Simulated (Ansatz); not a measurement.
MgSi under changes of volume

One of the cells (17.355 Å³/atom); the others are scaled copies at fixed shape and fractional positions:

```
Si Mg
1.0
     2.90839    0.00000    0.00000
     0.00000    2.90839    0.00000
     0.00000    0.00000    4.10343
Si Mg
1 1
Direct
  0.50000 0.50000 0.50000
  0.00000 0.00000 0.00000
```

The cell comes from a database or a generator and needn't be the stable form of this composition.

- Program: Ansatz 0.2.0
- Functional: PBEsol
- Potentials or basis: Ansatz PAW
- Cutoff: 420 eV (not typed: the program's choice for these potentials)
- k mesh: 9 × 9 × 7
- Occupations: fermi-dirac, width 0.05 eV
- Spin: no spin polarisation

```tsv
volume (Å³/atom)	energy over the lowest point (meV/atom)	pressure (GPa)
16.314	?	?
16.661	0.96	1.2
17.008	0.00	-0.2
17.355	1.94	-1.5
17.702	6.51	-2.6
18.049	13.44	-3.7
18.396	22.49	-4.6
```

What does the run at 16.314 Å³/atom give?

Energy over the lowest point 5.13 meV/atom; pressure 2.7 GPa.

Worked out: A Birch-Murnaghan fit of order 3 (a polynomial in V^(-2/3)) to the other rows has its minimum at 16.94 Å³/atom with B0 = V·E''(V) = 67 GPa and B' = 4.1 at fixed shape and positions, which overstates the stiffness. It gives 5.16 meV/atom at 16.314 Å³/atom, against the run's 5.13, and -dE/dV = 2.7 GPa, against 2.7.

Energies are extrapolated to zero smearing.

Caveats: the PAW data sets come from PBE, with cores solved anew for the run's functional, which leaves a small shift of forces and pressure.
